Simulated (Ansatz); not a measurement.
**MoS2 (R3m): check of PAW against all-electron LAPW from a Python script**

How well does PAW follow the all-electron answer for MoS2 (R3m)? The task is a check of PAW against all-electron LAPW, for MoS2 (R3m).

Program: the Python package of Ansatz 0.2.0. The levels of theory stand in the script. These are calculated values, not measurements.

## (1) The structure

The structure is trigonal, space group R3m (No. 160). Conventional cell: a = 3.160 Å, b = 3.160 Å, c = 18.450 Å, α = 90.00°, β = 90.00°, γ = 120.00°. Mo (site symmetry 3m) is surrounded by 6 S at 2.39 Å. Around S (site symmetry 3m) lie 3 Mo at 2.39 Å.

No structure file is read: the coordinates are typed or built in the script.

## (2) Script

The input, run_paw_lapw.py:

```python
"""PAW against all-electron LAPW for MoS2."""

import ansatz as az
import numpy as np
from tabulate import tabulate


def count_gap(report):
    # lowest empty less highest filled band, counting bands; zero where they overlap
    return max(report.get("gap_by_band_count_ev") or 0.0, 0.0)

lattice = az.Lattice.of(
    [1.58, 0.912213, 6.15],
    [-1.58, 0.912213, 6.15],
    [0.0, -1.824427, 6.15],
)
sites = [
    ("Mo", [0.0, 0.0, 0.0]),
    ("S", [0.25, 0.25, 0.25]),
    ("S", [0.417, 0.417, 0.417]),
]
crystal = az.Crystal(lattice=lattice)
for symbol, position in sites:
    crystal = crystal.atom(symbol, position)

base = crystal.calculation()
base = base.functional("LDA").kpoints(spacing=0.2)
base = base.occupations("fermi_dirac").stress()
base = base.forces()
base = base.band_table()
variants = {
    "PAW": base.pseudopotentials("paw"),
    "LAPW": base.pseudopotentials("all_electron", lapw=True),
}
# totals differ by the cores that each treatment holds, so compare what does not depend on them
rows = []
for label, variant in variants.items():
    r = variant.run().report
    levels = np.array(r["eigenvalues_ev"][0]) - r["fermi_energy_ev"]
    print(label, "levels at the first k-point near E_F:", np.round(levels[np.abs(levels) < 5], 3))
    rows.append((label, r["n_electrons"], np.trace(r["stress_gpa"]) / 3, float(np.abs(r["forces_ev_ang"]).max()), count_gap(r)))
print(tabulate(rows, headers=["treatment", "electrons in bands", "P GPa", "max force component eV/A", "gap by band count eV"], floatfmt=".4f", tablefmt="github"))
```

## (3) The input behind the calls

The package turns the script's settings into the engine's input (first run):

```yaml
crystal:
  lattice:
    - [1.58, 0.912213, 6.15]
    - [-1.58, 0.912213, 6.15]
    - [0.0, -1.824427, 6.15]
  atoms:
    - { symbol: Mo, position: [0.0, 0.0, 0.0] }
    - { symbol: S, position: [0.25, 0.25, 0.25] }
    - { symbol: S, position: [0.417, 0.417, 0.417] }
kpoints:
  mp_grid:
    kspacing: 0.2
hamiltonian:
  xc: lda
  pseudopotentials:
    kind: paw
scf:
  occupations:
    method: fermi_dirac
output:
  forces: true
  stress: true
  eigenvalues: true
```

## (4) Launch

Run with:

```
> python run_paw_lapw.py
```

The program printed:

```text
DeckWarning: basis.ecutwfc = 420 eV, auto-derived from the records' recommended cutoffs: set by Mo (normal level)
PAW levels at the first k-point near E_F: [-3.81  -3.81  -2.669 -2.669 -1.578 -1.524  1.686  1.686  2.124  2.124]
LAPW levels at the first k-point near E_F: [-3.809 -3.809 -2.668 -2.668 -1.578 -1.525  1.687  1.687  2.125  2.125]
| treatment   |   electrons in bands |   P GPa |   max force component eV/A |   gap by band count eV |
|-------------|----------------------|---------|----------------------------|------------------------|
| PAW         |              26.0000 | -2.4261 |                     0.0832 |                 0.8640 |
| LAPW        |              60.0000 | -2.3743 |                     0.0858 |                 0.8674 |
```

(Warnings from the package without file and line.)

It took 3.1 min on 1 thread of Arm Neoverse V2, shared host; peak memory 1.1 GiB.

## (5) What changed from run to run

The engine's inputs for the other runs:

Run 2, against run 1:

```diff
@@ -16 +16,2 @@
-    kind: paw
+    kind: all_electron
+    lapw: {}
```

## (6) What each run gave

One row for each of the 2 runs:

```
run    potentials  energy (eV/atom)  pressure (GPa)  SCF cycles  CPU time (s)
  1           paw        -2194.9568           -2.43           9            12
  2  all_electron       -43909.4069           -2.37          10           170
```

Energies are free energies F = E - TS of the smeared occupations. Totals under unlike functionals or potentials can't be compared directly.

## (7) Summary of results

| quantity | value |
| --- | --- |
| runs compared | 2 |
| difference in pressure | 0.05 GPa |

In words: PAW gives -2.426 GPa and LAPW -2.374 GPa, 0.05 GPa apart. They took 12.3 and 173.3 s of processor time. Reading the output:
- No spin polarisation was allowed.
- The computed bands are complete only to about 2.0 eV above the Fermi level.
- An opening on this mesh may only mean that it misses a point where bands touch.
- Pressure is positive in compression; the treatments may keep other shells as core, so totals and counts of electrons can differ.
